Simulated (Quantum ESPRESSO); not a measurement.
Runs of Quantum ESPRESSO 7.5 on TiO2 (Anatase). It takes space group I4_1/amd (No. 141, tetragonal). Conventional cell: a = 3.784 Å, b = 3.784 Å, c = 9.515 Å, α = 90.00°, β = 90.00°, γ = 90.00°. Ti (site symmetry -4m2) has 6 O at 1.93 to 1.98 Å as nearest neighbours. O (site symmetry 2mm) is surrounded by 3 Ti at 1.93 to 1.98 Å. 

```csv
task,level,potentials or basis,cell,k mesh,cutoff (eV),form of the LDA correlation,gap on the mesh (eV),pressure (GPa),largest force (eV/Å)
phonons,LDA,GBRV 1.5 LDA,relaxed,"6 × 6 × 6, shifted",612,PZ81,-,0.0,-
band structure,LDA,GBRV 1.5 LDA,as given,10 × 10 × 10,612,PZ81,2.03,(a),0.10
single point,PBE,SSSP 1.3 efficiency PBE,as given,10 × 10 × 10,748,-,2.13,4.9,0.10
phonons,PBE,GBRV 1.5 PBE,relaxed,"6 × 6 × 6, shifted",612,-,-,0.0,-
```

Alike in all rows: no spin polarisation; smearing fermi-dirac 0.05 eV.

Task: Fill in the values left out.

Result: (a) -6.0.

A k mesh can miss the band edges.

Not every run made on this cell is shown here.
